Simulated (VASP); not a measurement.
# CdSe (P6_3mc) in VASP: Born charges and dielectric tensor with RPBE

Aim: the Born charges and dielectric tensor of CdSe with RPBE.

Program: VASP 6.6.1. These are calculated values, not measurements. Logs are shortened: lines on timing, memory, paths and dates and some standing lists are left out, and cuts for length are marked.

**The experiment to reproduce.**

A printed reference work, data compilation reports, for a bulk crystal of CdSe at 2 K: band gap 1.841 eV.

The runs below are set against these values where they give the same quantity.

## Step 1: Starting point

The structure is hexagonal, space group P6_3mc (No. 186). Conventional cell: a = 4.453 Å, b = 4.453 Å, c = 7.264 Å, α = 90.00°, β = 90.00°, γ = 120.00°. Around Cd (site symmetry 3m) lie 4 Se at 2.72 to 2.73 Å. Se (site symmetry 3m) is surrounded by 4 Cd at 2.72 to 2.73 Å.

The cell is a database's computed one.

## Step 2: Born charges and dielectric tensor, RPBE

Input file INCAR:

```
ALGO = Fast
EDIFF = 1E-8
ENCUT = 600
GGA = RP
IBRION = 8
ISIF = 2
ISMEAR = 0
LASPH = True
LCHARG = False
LEPSILON = True
LREAL = False
LWAVE = False
NELM = 80
NSW = 1
PREC = Accurate
SIGMA = 0.02
```

Input file KPOINTS:

```
k-points
0
Gamma
  9 9 6
```

Input file POSCAR:

```
CdSe
1.0
    4.4525600000      0.0000000000      0.0000000000
   -2.2262800000      3.8560300000      0.0000000000
    0.0000000000      0.0000000000      7.2639100000
Cd Se
2 2
Direct
    0.6666700000      0.3333300000      0.4999900000
    0.3333300000      0.6666700000      0.9999900000
    0.6666700000      0.3333300000      0.8758700000
    0.3333300000      0.6666700000      0.3758700000
```

Potentials or basis: VASP PAW PBE potentials, release 64 (Cd, Se).

Launch:

```
> cat potpaw_PBE.64/Cd/POTCAR potpaw_PBE.64/Se/POTCAR > POTCAR
> mpirun -np 1 vasp_std > vasp.out
```

OUTCAR:

```text
EDIFF = 1E-8
   ENCUT = 600
   GGA = RP
   IBRION = 8
   ISIF = 2
   ISMEAR = 0
   LASPH = True
   LEPSILON = True
   LREAL = False
   NELM = 80
   NSW = 1
   PREC = Accurate

 ion  position               nearest neighbor table
   1  0.667  0.333  0.500-   4 2.72   4 2.72   4 2.72   3 2.73
   2  0.333  0.667  1.000-   3 2.72   3 2.72   3 2.72   4 2.73
   3  0.667  0.333  0.876-   2 2.72   2 2.72   2 2.72   1 2.73
   4  0.333  0.667  0.376-   1 2.72   1 2.72   1 2.72   2 2.73

  LATTYP: Found a hexagonal cell.
 ALAT       =     4.4525600000
 C/A-ratio  =     1.6314008121

  Lattice vectors:

 A1 = (   4.4525600000,   0.0000000000,   0.0000000000)
 A2 = (  -2.2262800000,   3.8560300000,   0.0000000000)
 A3 = (   0.0000000000,   0.0000000000,   7.2639100000)

Analysis of symmetry for initial positions (statically):
=====================================================================
 Subroutine PRICEL returns:
 Original cell was already a primitive cell.

 Routine SETGRP: Setting up the symmetry group for a
 hexagonal supercell.

 Subroutine GETGRP returns: Found  4 space group operations
 (whereof  2 operations were pure point group operations)
 out of a pool of 24 trial point group operations.

The static configuration has the point symmetry C_1h.
 The point group associated with its full space group is C_2v.

Analysis of symmetry for dynamics (positions and initial velocities):
=====================================================================
 Subroutine PRICEL returns:
 Original cell was already a primitive cell.

 Routine SETGRP: Setting up the symmetry group for a
 hexagonal supercell.

 Subroutine GETGRP returns: Found  4 space group operations
 (whereof  2 operations were pure point group operations)
 out of a pool of 24 trial point group operations.

The dynamic configuration has the point symmetry C_1h.
 The point group associated with its full space group is C_2v.

 Subroutine INISYM returns: Found  4 space group operations
 (whereof  2 operations are pure point group operations),
 and found     1 'primitive' translations

----------------------------------------------------------------------------------------

                                     Primitive cell

  volume of cell :     124.7156

  direct lattice vectors                    reciprocal lattice vectors
     4.452560000  0.000000000  0.000000000     0.224589899  0.129667041  0.000000000
    -2.226280000  3.856030000  0.000000000     0.000000000  0.259334082  0.000000000
     0.000000000  0.000000000  7.263910000     0.000000000  0.000000000  0.137666904

  length of vectors
     4.452560000  4.452559938  7.263910000     0.259334078  0.259334082  0.137666904

  position of ions in fractional coordinates (direct lattice)
     0.666670000  0.333330000  0.499990000
     0.333330000  0.666670000  0.999990000
     0.666670000  0.333330000  0.875870000
     0.333330000  0.666670000  0.375870000

  ion indices of the primitive-cell ions
   primitive index   ion index
                 1           1
                 2           2
                 3           3
                 4           4

----------------------------------------------------------------------------------------

 KPOINTS: k-points

Automatic generation of k-mesh.
 Grid dimensions read from file:
 generate k-points for:    9    9    6

 Generating k-lattice:

  Cartesian coordinates                     Fractional coordinates (reciprocal lattice)
     0.024954433  0.014407449  0.000000000     0.111111111  0.000000000  0.000000000
     0.000000000  0.028814898  0.000000000     0.000000000  0.111111111  0.000000000
     0.000000000  0.000000000  0.022944484     0.000000000  0.000000000  0.166666667

[... 750 lines left out ...]
  ---------------------------------------------------
  free energy    TOTEN  =        -2.92502175 eV

  energy without entropy =       -2.92502175

------------------------ aborting loop because EDIFF is reached ----------------------------------------

--------------------------------------- Ionic step        2  -------------------------------------------

------------------------ aborting loop because EDIFF is reached ----------------------------------------

--------------------------------------- Ionic step        3  -------------------------------------------

------------------------ aborting loop because EDIFF is reached ----------------------------------------

 PIEZOELECTRIC TENSOR FIELD DIRECTION 3  (e Angst)
 -----------------------------------------------------------------------------
     2.93751  0.00002  0.00000           ( -0.03649 -0.00000  0.00000)
     0.00002  2.93754  0.00000           ( -0.00000 -0.03649  0.00000)
     0.00000  0.00000 -5.96429           (  0.00000  0.00000  0.07942)

 PIEZOELECTRIC TENSOR FIELD DIRECTION 3  (C/m^2)
 -----------------------------------------------------------------------------
     0.37737  0.00000  0.00000
     0.00000  0.37738  0.00000
     0.00000  0.00000 -0.76621

[... ionic steps 4 to 9 ...]

--------------------------------------- Ionic step       10  -------------------------------------------

------------------------ aborting loop because EDIFF is reached ----------------------------------------

[... ionic steps 11 to 11 ...]

--------------------------------------- Ionic step       12  -------------------------------------------

 Free energy of the ion-electron system (eV)
  ---------------------------------------------------
  ---------------------------------------------------
  free energy    TOTEN  =        -0.09652579 eV

  energy without entropy =       -0.09652579

------------------------ aborting loop because EDIFF is reached ----------------------------------------

 INTERNAL STRAIN TENSOR  FOR ION    3  DIRECTION 3   (eV/Angst):
 -----------------------------------------------------------------------------
     2.38930  0.00848 -0.02889
     0.00848  2.39909  0.01668
     0.03734 -0.02156 -4.61590

 MACROSCOPIC STATIC DIELECTRIC TENSOR (including local field effects in DFT)
 ------------------------------------------------------
           8.733592     0.000059     0.000000
           0.000059     8.733659     0.000000
           0.000000     0.000000     8.609221
 ------------------------------------------------------

 PIEZOELECTRIC TENSOR (including local field effects)  for field in x, y, z        (e  Angst)
          XX          YY          ZZ          XY          YZ          ZX
  --------------------------------------------------------------------------------
  x     0.00000     0.00000     0.00000     0.00000    -0.00035     2.98077
  y     0.00000     0.00000     0.00000    -0.00000     2.98036    -0.00035
  z     2.93751     2.93754    -5.96429     0.00002     0.00000     0.00000

 PIEZOELECTRIC TENSOR (including local field effects)  for field in x, y, z        (C/m^2)
          XX          YY          ZZ          XY          YZ          ZX
  --------------------------------------------------------------------------------
  x     0.00000     0.00000     0.00000     0.00000    -0.00005     0.38293
  y     0.00000     0.00000     0.00000    -0.00000     0.38288    -0.00005
  z     0.37737     0.37738    -0.76621     0.00000     0.00000     0.00000

 BORN EFFECTIVE CHARGES (including local field effects) (in |e|, cummulative output)
 ---------------------------------------------------------------------------------
 ion    1
    1     2.33067     0.00002    -0.00002
    2     0.00002     2.33069     0.00001
    3     0.00001    -0.00001     2.43442
 ion    2
    1     2.33067     0.00002     0.00002
    2     0.00002     2.33069    -0.00001
    3    -0.00001     0.00001     2.43442
 ion    3
    1    -2.33067    -0.00002     0.00001
    2    -0.00002    -2.33069    -0.00000
    3     0.00001    -0.00000    -2.43442
 ion    4
    1    -2.33067    -0.00002    -0.00001
    2    -0.00002    -2.33069     0.00000
    3    -0.00001     0.00000    -2.43442

 INTERNAL STRAIN TENSOR FOR ION    4 for displacements in x,y,z  (eV/Angst):
          X           Y           Z          XY          YZ          ZX
  --------------------------------------------------------------------------------
  x    -0.00260     0.00209    -0.00026    -4.22328    -0.00062     2.61155
  y    -4.46139     4.46169     0.00015     0.40564     2.25651    -0.00065
  z     2.38930     2.39909    -4.61590     0.00848     0.02156     0.02889

 SECOND DERIVATIVES (NOT SYMMETRIZED)
 ------------------------------------
               1X          1Y          1Z          2X          2Y          2Z          3X          3Y          3Z          4X          4Y          4Z
  1X    -3.455657   -0.000080    0.000166   -0.192188    0.000196    0.000141    0.141835   -0.000250    0.000200    3.506010    0.000134   -0.000507
  1Y    -0.000080   -3.455750   -0.000096    0.000196   -0.191962   -0.000082   -0.000250    0.141547   -0.000116    0.000134    3.506165    0.000293
  1Z    -0.000209    0.000121   -4.682835   -0.000468    0.000270    1.263457    0.000535   -0.000309    2.472126    0.000142   -0.000082    0.947252
  2X    -0.192188    0.000196   -0.000141   -3.455657   -0.000080   -0.000166    3.506010    0.000134    0.000507    0.141835   -0.000250   -0.000200
  2Y     0.000196   -0.191962    0.000082   -0.000080   -3.455750    0.000096    0.000134    3.506165   -0.000293   -0.000250    0.141547    0.000116
  2Z     0.000468   -0.000270    1.263457    0.000209   -0.000121   -4.682835   -0.000142    0.000082    0.947252   -0.000535    0.000309    2.472126
  3X     0.155736   -0.000048    0.000070    3.519201    0.000227   -0.000006   -4.038076   -0.001051   -0.000268    0.363139    0.000872    0.000204
  3Y    -0.000048    0.155680   -0.000040    0.000227    3.519463    0.000003   -0.001051   -4.039289    0.000155    0.000872    0.364146   -0.000118
  3Z     0.000274   -0.000158    2.487474    0.000642   -0.000371    0.973369   -0.000805    0.000465   -5.451567   -0.000111    0.000064    1.990724
  4X     3.519201    0.000227    0.000006    0.155736   -0.000048   -0.000070    0.363139    0.000872   -0.000204   -4.038076   -0.001051    0.000268
  4Y     0.000227    3.519463   -0.000003   -0.000048    0.155680    0.000040    0.000872    0.364146    0.000118   -0.001051   -4.039289   -0.000155
  4Z    -0.000642    0.000371    0.973369   -0.000274    0.000158    2.487474    0.000111   -0.000064    1.990724    0.000805   -0.000465   -5.451567

 Eigenvectors and eigenvalues of the dynamical matrix
 ----------------------------------------------------

   1 f  =    4.938739 THz    31.031010 2PiTHz  164.738590 cm-1    20.424973 meV
             X         Y         Z           dx          dy          dz
      2.226302  1.285330  3.631882     0.000292   -0.000169    0.229939
     -0.000022  2.570700  7.263837     0.000292   -0.000169   -0.229939
      2.226302  1.285330  6.362241    -0.000341    0.000197   -0.668676
     -0.000022  2.570700  2.730286    -0.000341    0.000197    0.668676
[... 71 lines left out ...]
  12 f/i=    0.012626 THz     0.079333 2PiTHz    0.421168 cm-1     0.052218 meV
             X         Y         Z           dx          dy          dz
      2.226302  1.285330  3.631882     0.000048   -0.000027    0.543284
     -0.000022  2.570700  7.263837    -0.000048    0.000027    0.543284
      2.226302  1.285330  6.362241    -0.000046    0.000026    0.452595
     -0.000022  2.570700  2.730286     0.000046   -0.000026    0.452595

--------------------------------------------------------------------------------------------------------

 MACROSCOPIC STATIC DIELECTRIC TENSOR IONIC CONTRIBUTION
 ------------------------------------------------------
           4.305138     0.000045    -0.000000
           0.000045     4.305190    -0.000000
          -0.000000    -0.000000     4.999026
 ------------------------------------------------------

 ELASTIC MODULI CONTR FROM IONIC RELAXATION (kBar)
 Direction    XX          YY          ZZ          XY          YZ          ZX
 --------------------------------------------------------------------------------
 XX        -159.5295     73.7987     82.5248     12.1889      0.0000     -0.0000
 YY          73.7987   -159.3963     82.3802    -12.0735      0.0000      0.0000
 ZZ          82.5248     82.3802   -158.7224     -0.1252     -0.0000     -0.0000
 XY          12.1889    -12.0735     -0.1252   -110.6001     -0.0000     -0.0000
 YZ          -0.0000      0.0000     -0.0000     -0.0000    -39.9122      0.0114
 ZX          -0.0000      0.0000     -0.0000     -0.0000      0.0114    -45.1955
 --------------------------------------------------------------------------------

 PIEZOELECTRIC TENSOR IONIC CONTR  for field in x, y, z        (C/m^2)
          XX          YY          ZZ          XY          YZ          ZX
  --------------------------------------------------------------------------------
  x    -0.00000     0.00000    -0.00000    -0.00000     0.00006    -0.41505
  y     0.00000     0.00000    -0.00000    -0.00000    -0.39004     0.00006
  z    -0.43577    -0.43505     0.83817     0.00063     0.00000     0.00000
```

It took 45 min on 1 thread of Intel Xeon 6975P-C (Granite Rapids), shared host; peak memory 1.9 GiB.

What came out:

| Quantity | Value |
| --- | --- |
| Band gap on the k mesh | 0.61 eV, direct |
| Electronic dielectric tensor (diagonal) | 8.73, 8.73, 8.61 |
| Born charges (mean of the diagonal) | Cd +2.37; Se -2.37 e |
| Highest phonon frequency at Γ, LO-TO splitting left out | 165 cm⁻¹ |

Levels at points of the mesh, in eV from the valence-band top:
```csv
k point,band 16,band 17,band 18,band 19,band 20,band 21
"(0.00, 0.00, 0.00)",-0.03,0.00,0.00,0.61,2.21,5.93
"(0.00, 0.00, 0.50)",-0.32,-0.32,-0.32,2.28,2.28,5.84
```

Phonon frequencies in cm⁻¹ (negative: imaginary):
| q point | frequencies |
| --- | --- |
| (0.000, 0.000, 0.000) | 0 0 0 34 34 113 142 147 147 148 148 165 |

Electronic dielectric tensor:
```
8.73 0.00 0.00
0.00 8.73 0.00
0.00 0.00 8.61
```

Born effective charge tensors (e):
atom 1, Cd
```
2.33 0.00 0.00
0.00 2.33 0.00
0.00 0.00 2.43
```
atom 2, Cd
```
2.33 0.00 0.00
0.00 2.33 0.00
0.00 0.00 2.43
```
atom 3, Se
```
-2.33  0.00  0.00
 0.00 -2.33  0.00
 0.00  0.00 -2.43
```
atom 4, Se
```
-2.33  0.00  0.00
 0.00 -2.33  0.00
 0.00  0.00 -2.43
```

Caveat: the gap is small at this level, which inflates the dielectric constant.

## Step 3: Against experiment

Step 2. Against the measured gap of CdSe, 1.841 eV (2 K; a printed reference work, data compilation), the calculated 0.61 eV is off by -1.23 eV. So large a miss can be the level of theory's own, or it may mean another phase, state or a wrong row. Spin-orbit coupling on Cd, Se is left out. The value is that of RPBE, without temperature or zero-point motion. Semilocal functionals fall short of measured gaps as a rule. The cell is a database's relaxed one, not the measured one, which moves gaps too.
